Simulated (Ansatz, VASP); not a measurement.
**One calculation of MgO, two programs**

```
Mg O
1.0
     0.00000    2.20970    2.20970
     2.20970    0.00000    2.20970
     2.20970    2.20970    0.00000
Mg O
1 1
Direct
  0.00000 0.00000 0.00000
  0.25000 0.25000 0.25000
```

Change from the starting cell: volume scaled by 0.88, PAW files.

Alike in both runs: task single point; functional PBE; k mesh 15 × 15 × 15; occupations fermi-dirac, width 0.05 eV; no spin polarisation.

|  | VASP | Ansatz |
| --- | --- | --- |
| version | VASP 6.6.1 | Ansatz 0.2.0 |
| potentials or method | VASP PAW PBE potentials, release 64 (Mg, O) | PAW with Ansatz's default frozen-core files, scalar-relativistic |
| plane-wave cutoff (eV) | 520 | 420 |
| valence electrons in the cell | 8 | 16 |

```tsv
	VASP	Ansatz	Ansatz less VASP
gap on the k mesh at the Fermi level (eV)	4.21	4.23	+0.012
pressure (GPa)	18.7	19.0	+0.23
```

The two sets of potentials don't hold the same shells in valence.

Caveats: so large a pressure means that the cell lies far from this level's equilibrium, or that cutoff or potentials fall short (VASP); an odd mesh through Γ misses points on the zone boundary, where band edges often lie.
